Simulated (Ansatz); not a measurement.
**KCl: stress in a strained cell**

Aim: deform KCl (equal xx and yy strain of +2 %) and compute stress, forces and field gradients with LAPW, PAW and all-electron datasets made for the crystal.

Method: DFT PBE, scalar-relativistic, in Ansatz 0.2.0.

## (1) Starting point

It takes space group Pm-3m (No. 221, cubic). Conventional cell: a = 3.634 Å, b = 3.634 Å, c = 3.634 Å, α = 90.00°, β = 90.00°, γ = 90.00°. Around K (site symmetry m-3m) lie 8 Cl at 3.15 Å. Cl (site symmetry m-3m) is surrounded by 8 K at 3.15 Å.

Structure file:

```cif
data_structure
_symmetry_space_group_name_H-M 'Pm-3m'
_symmetry_Int_Tables_number 221
_cell_length_a 3.6340
_cell_length_b 3.6340
_cell_length_c 3.6340
_cell_angle_alpha 90.000
_cell_angle_beta 90.000
_cell_angle_gamma 90.000
_cell_volume 47.99
loop_
_atom_site_label
_atom_site_type_symbol
_atom_site_symmetry_multiplicity
_atom_site_Wyckoff_symbol
_atom_site_fract_x
_atom_site_fract_y
_atom_site_fract_z
_atom_site_occupancy
K1 K 1 a 0.00000 0.00000 0.00000 1
Cl1 Cl 1 b 0.50000 0.50000 0.50000 1
```

The file gives the conventional cell by its symmetry; the runs use the cell typed in the input.

Atoms are numbered in the order of the input: K1, Cl2.

## (2) The deformed structure

Space group Pm-3m before, P4/mmm after.

## (3) All-electron LAPW

input.yaml

```yaml
crystal:
  lattice:
    - [3.70668, 0.0, 0.0]
    - [0.0, 3.70668, 0.0]
    - [0.0, 0.0, 3.634]
  atoms:
    - { symbol: K, position: [0.0, 0.0, 0.0] }
    - { symbol: Cl, position: [0.5, 0.5, 0.5] }
kpoints:
  mp_grid: { grid: [7, 7, 7] }
  band_path:
    path:
      - [0.0, 0.0, 0.0]
      - [0.0, 0.5, 0.0]
      - [0.5, 0.5, 0.0]
      - [0.0, 0.0, 0.0]
      - [0.0, 0.0, 0.5]
      - [0.0, 0.5, 0.5]
      - [0.5, 0.5, 0.5]
      - [0.0, 0.0, 0.5]
      - [0.0, 0.5, 0.0]
    npoints: 5
scf:
  occupations: { method: fermi_dirac, width: 0.02 }
hamiltonian:
  xc: pbe
  pseudopotentials: { kind: all_electron, lapw: { basis_error: 0.0005 } }
output:
  forces: true
  stress: true
  eigenvalues: true
```

Command:

```sh
$ ansatz run input.yaml --threads 1 --pin off --max-ram 3072MiB --backend cpu --events-out ev --progress --plain --runs-dir out
```

## (4) PAW with frozen cores

input.yaml

```yaml
crystal:
  lattice:
    - [3.70668, 0.0, 0.0]
    - [0.0, 3.70668, 0.0]
    - [0.0, 0.0, 3.634]
  atoms:
    - { symbol: K, position: [0.0, 0.0, 0.0] }
    - { symbol: Cl, position: [0.5, 0.5, 0.5] }
kpoints:
  mp_grid: { grid: [7, 7, 7] }
scf:
  occupations: { method: fermi_dirac, width: 0.02 }
hamiltonian:
  xc: pbe
  pseudopotentials: { kind: paw }
output:
  forces: true
  stress: true
  eigenvalues: true
  efg: { contact_densities: true }
  write_density: true
  write_potential: true
  elf: true
  volumetric_format: npy
```

## (5) Datasets made for this crystal

input.yaml: that of step 4 with these lines changed.

```diff
@@ -14,3 +14,3 @@
   xc: pbe
-  pseudopotentials: { kind: paw }
+  pseudopotentials: { kind: all_electron, datasets: crystal }
 output:
@@ -20,5 +20 @@
   efg: { contact_densities: true }
-  write_density: true
-  write_potential: true
-  elf: true
-  volumetric_format: npy
```

(Steps that only read results are left out.)

What does the calculation give? Wanted: pressure; largest shear or deviatoric stress.

The runs gave:

| quantity | value |
| --- | --- |
| pressure | LAPW 3.07, PAW 3.07, crystal datasets 3.07 GPa |
| largest shear or deviatoric stress (LAPW) | 0.66 GPa |

In words: The largest part of the stress beyond the pressure is 0.66 GPa in size, in the zz component; the atoms are carried along and not relaxed. No run of the undeformed cell stands beside it, so the pressure holds what the given cell had before the change. PAW: stress within 0.01 GPa of LAPW. Crystal datasets: stress within 0.01 GPa of LAPW.
